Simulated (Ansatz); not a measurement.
The system is Sb.

```
Sb
1.0
     3.35453    0.00000    0.00000
    -1.67727    2.90511    0.00000
     0.00000    0.00000    5.47016
Sb
2
Direct
  0.66667 0.33333 0.75000
  0.33333 0.66667 0.25000
```

This isn't the form of Sb at room conditions, which is rhombohedral.

Base run:

- Program: Ansatz 0.2.0
- Functional: PBE
- Potentials or basis: all-electron LAPW, scalar-relativistic
- Cutoff: 156 eV (chosen from the basis error)
- Basis error allowed: 0.001 eV/atom
- k mesh: 9 × 9 × 5
- Occupations: gaussian, width 0.05 eV
- Spin: no spin polarisation

Its results: band gap on the k mesh none (metal or under the smearing width); pressure 1.5 GPa.

Question: The run is repeated on the same cell with these changes: functional from PBE to LDA. What comes out?

Answer: Band gap on the k mesh none (metal or under the smearing width); pressure -2.6 GPa.

LDA binds more tightly than PBE, so the same cell stands under less pressure.
